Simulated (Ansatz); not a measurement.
Write the native input for Ansatz 0.2.0 that does the following.

```yaml
Task: band structure
Functional: LDA
Potentials_or_basis: all-electron LAPW, scalar-relativistic
Cutoff: 238 eV (chosen from the basis error)
Basis_error_allowed: 0.002 eV/atom
k_mesh: 9 × 9 × 4
Occupations: fermi-dirac, width 0.05 eV
Spin: no spin polarisation
```

The system is MoS2.

```
CELL_PARAMETERS angstrom
3.22746 0.00000 0.00000
-1.61373 2.79507 0.00000
0.00000 0.00000 6.31247
ATOMIC_POSITIONS crystal
Mo 0.00000 0.00000 0.50000
S 0.66667 0.33333 0.74468
S 0.33333 0.66667 0.25532
```

Measurements of this composition are mostly on another form, of space group No. 194.

These files were run (other wordings do the same):

input.yaml

```yaml
crystal:
  lattice:
    - [3.2274645616, 0.0, 0.0]
    - [-1.6137322808, 2.7950663001, 0.0]
    - [0.0, 0.0, 6.31247342]
  atoms:
    - { symbol: Mo, position: [0.0, 0.0, 0.5] }
    - { symbol: S, position: [0.6666666667, 0.3333333333, 0.74468068] }
    - { symbol: S, position: [0.3333333333, 0.6666666667, 0.25531932] }
kpoints:
  mp_grid: { grid: [9, 9, 4] }
  band_path:
    path:
      - [0.0, 0.0, 0.0]
      - [0.5, 0.0, 0.0]
      - [0.3333333333, 0.3333333333, 0.0]
      - [0.0, 0.0, 0.0]
      - [0.0, 0.0, 0.5]
      - [0.5, 0.0, 0.5]
      - [0.3333333333, 0.3333333333, 0.5]
      - [0.0, 0.0, 0.5]
    npoints: 10
scf:
  occupations: { method: fermi_dirac, width: 0.05 }
hamiltonian:
  xc: lda
  pseudopotentials: { kind: all_electron, lapw: { basis_error: 0.002 } }
output:
  forces: true
  stress: true
  eigenvalues: true
```

Potentials or basis: all-electron LAPW, scalar-relativistic.

Command:

```sh
$ ansatz run input.yaml --threads 2 --pin off --max-ram 8192MiB --backend cpu --events-out ev --progress --plain --runs-dir out
```

Results of the run:

| Quantity | Value |
| --- | --- |
| Pressure | -5.9 GPa |
| Largest force | 0.151 eV/Å |
| Band gap along the path | none (metal or under the smearing width) |

Wall time 3.5 s on 2 threads of AMD EPYC 9R45 96-Core Processor (Zen 5) (shared host), peak memory 0.38 GiB.
